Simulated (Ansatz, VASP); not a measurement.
One calculation of ZnS (Wurtzite-2H), two programs

```xyz
4
Lattice="3.8110 0.0000 0.0000 -1.9055 3.3004 0.0000 0.0000 0.0000 6.2340" Properties=species:S:1:pos:R:3 pbc="T T T"
Zn    1.9055    1.1001    3.1170
Zn    0.0000    2.2003    0.0000
S     1.9055    1.1001    5.5171
S     0.0000    2.2003    2.4001
```

Alike in both runs: task relaxation of cell and atoms; functional PBE; k mesh 8 × 8 × 5; occupations fermi-dirac, width 0.05 eV; no spin polarisation.

|  | VASP | Ansatz |
| --- | --- | --- |
| version | VASP 6.6.1 | Ansatz 0.2.0 |
| potentials or method | VASP PAW PBE potentials, release 64 (Zn_sv_GW, S_GW) | Ansatz PAW |
| plane-wave cutoff (eV) | 680 | 420 |
| valence electrons in the cell | 52 | 36 |

Ansatz gave:

- relaxed volume (Å³/atom): 20.19
- relaxed cell length with the largest relative difference (Å): 3.846
- energy change over the relaxation (meV/atom): -9

Estimate VASP's values.

relaxed volume (Å³/atom): 20.08; relaxed cell length with the largest relative difference (Å): 3.838; energy change over the relaxation (meV/atom): -8.

The two sets of potentials don't hold the same shells in valence.

Caveats: the plane-wave basis is chosen anew once the cell has moved, so the energies of steps on either side of that aren't comparable (Ansatz). PBE usually gives volumes a little too large and moduli too small. Zero-point motion and thermal expansion aren't in these numbers.
